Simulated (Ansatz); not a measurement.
EuS:

```
Eu S
1.0
     0.00000    2.97850    2.97850
     2.97850    0.00000    2.97850
     2.97850    2.97850    0.00000
Eu S
1 1
Direct
  0.00000 0.00000 0.00000
  0.50000 0.50000 0.50000
```

Base run:

```yaml
Program: Ansatz 0.2.0
Functional: PBE
Potentials_or_basis: all-electron LAPW, scalar-relativistic
Cutoff: 206 eV (chosen from the basis error)
Basis_error_allowed: 0.001 eV/atom
k_mesh: 8 × 8 × 8
Occupations: gaussian, width 0.019 eV
Spin: collinear spin, ferromagnetic start
Starting_moments: "[7.0, 0.0] μB"
```

Its results: pressure -2.4 GPa; net moment 6.99 μB per cell; site moments Eu +6.92; S -0.07 μB.

Question: The run is repeated on the same cell with these changes: functional from PBE to revPBE; occupations from gaussian, width 0.019 eV to fermi-dirac, width 0.05 eV. What comes out?

Answer: Pressure -0.7 GPa; net moment 6.99 μB per cell; site moments Eu +6.92; S -0.07 μB.

Caveats: an open f shell can end in a state above the lowest; a cell with one magnetic atom can't hold antiferromagnetic order, which such compounds often take.
